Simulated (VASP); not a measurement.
Input of a VASP 6.6.1 run:

run.py

```python
from ase.calculators.vasp import Vasp
from ase.dft.bandgap import bandgap
from ase.io import read

atoms = read('KMgF3.cif', primitive_cell=True, subtrans_included=False)
calc = Vasp(
    directory='calc',
    xc='pbe',
    pp='PBE',
    setups={'base': 'minimal', 'K': '_sv', 'F': '_s'},
    prec='Accurate',
    encut=400,
    ediff=1e-07,
    ismear=0,
    sigma=0.01,
    lreal=False,
    lasph=True,
    nelm=80,
    algo='Fast',
    isif=2,
    lwave=False,
    lcharg=True,
    kpts=[7, 7, 7],
    gamma=True,
    nbands=24,
)
atoms.calc = calc

print('energy (eV):', atoms.get_potential_energy())
print('free energy (eV):', atoms.get_potential_energy(force_consistent=True))
efermi = calc.get_fermi_level()
print('Fermi level (eV):', efermi)
path = atoms.cell.bandpath(npoints=40, eps=1e-4)
print('path:', path.path)
calc.set(kpts=path.kpts, reciprocal=True, icharg=11, isym=0, lcharg=False)
calc.calculate(atoms)
print('gap on the path (eV):', bandgap(calc, efermi=efermi)[0])
print('direct gap on the path (eV):', bandgap(calc, efermi=efermi, direct=True)[0])
```

The input KMgF3.cif:

```cif
data_KMgF3
_cell_length_a 3.98590000
_cell_length_b 3.98590000
_cell_length_c 3.98590000
_cell_angle_alpha 90.00000000
_cell_angle_beta 90.00000000
_cell_angle_gamma 90.00000000
_space_group_name_H-M_alt 'Pm-3m'
_space_group_name_Hall '-P 4 2 3'
_space_group_IT_number 221
loop_
_space_group_symop_operation_xyz
'x,y,z'
'-x,-y,-z'
'-y,x,z'
'y,-x,-z'
'-x,-y,z'
'x,y,-z'
'y,-x,z'
'-y,x,-z'
'x,-y,-z'
'-x,y,z'
'-y,-x,-z'
'y,x,z'
'-x,y,-z'
'x,-y,z'
'y,x,-z'
'-y,-x,z'
'z,x,y'
'-z,-x,-y'
'z,-y,x'
'-z,y,-x'
'z,-x,-y'
'-z,x,y'
'z,y,-x'
'-z,-y,x'
'-z,x,-y'
'z,-x,y'
'-z,-y,-x'
'z,y,x'
'-z,-x,y'
'z,x,-y'
'-z,y,x'
'z,-y,-x'
'y,z,x'
'-y,-z,-x'
'x,z,-y'
'-x,-z,y'
'-y,z,-x'
'y,-z,x'
'-x,z,y'
'x,-z,-y'
'-y,-z,x'
'y,z,-x'
'-x,-z,-y'
'x,z,y'
'y,-z,-x'
'-y,z,x'
'x,-z,y'
'-x,z,-y'
loop_
_atom_site_label
_atom_site_type_symbol
_atom_site_symmetry_multiplicity
_atom_site_Wyckoff_symbol
_atom_site_fract_x
_atom_site_fract_y
_atom_site_fract_z
_atom_site_occupancy
K1 K 1 b 0.5000000000 0.5000000000 0.5000000000 1
Mg1 Mg 1 a 0.0000000000 0.0000000000 0.0000000000 1
F1 F 3 d 0.0000000000 0.0000000000 0.5000000000 1
```

Potentials or basis: VASP PAW PBE potentials, release 64 (K_sv, Mg, F_s).

Launch:

```bash
$ python run.py
```

**Question.** Estimate the band gap along the path.

**Answer.** 7.29 eV, indirect (least direct gap 7.62 eV).

Levels at the corners of the path, in eV from the Fermi level:
```tsv
point	band 13	band 14	band 15	band 16	band 17	band 18	band 19	band 20
Γ	-0.66	-0.36	-0.36	-0.36	7.26	10.04	10.04	12.20
X	-0.90	-0.90	-0.57	-0.57	10.08	10.40	11.09	12.78
M	-1.08	-0.93	-0.93	-0.06	10.87	11.66	12.59	12.59
Γ	-0.66	-0.36	-0.36	-0.36	7.26	10.04	10.04	12.20
R	-1.16	-0.04	-0.04	-0.04	10.40	10.40	10.40	14.03
X	-0.90	-0.90	-0.57	-0.57	10.08	10.40	11.09	12.78
M	-1.08	-0.93	-0.93	-0.06	10.87	11.66	12.59	12.59
R	-1.16	-0.04	-0.04	-0.04	10.40	10.40	10.40	13.99
```

Caveat: the log is that of the step along the path at fixed density, whose energy, stress, charges and moments have no meaning.
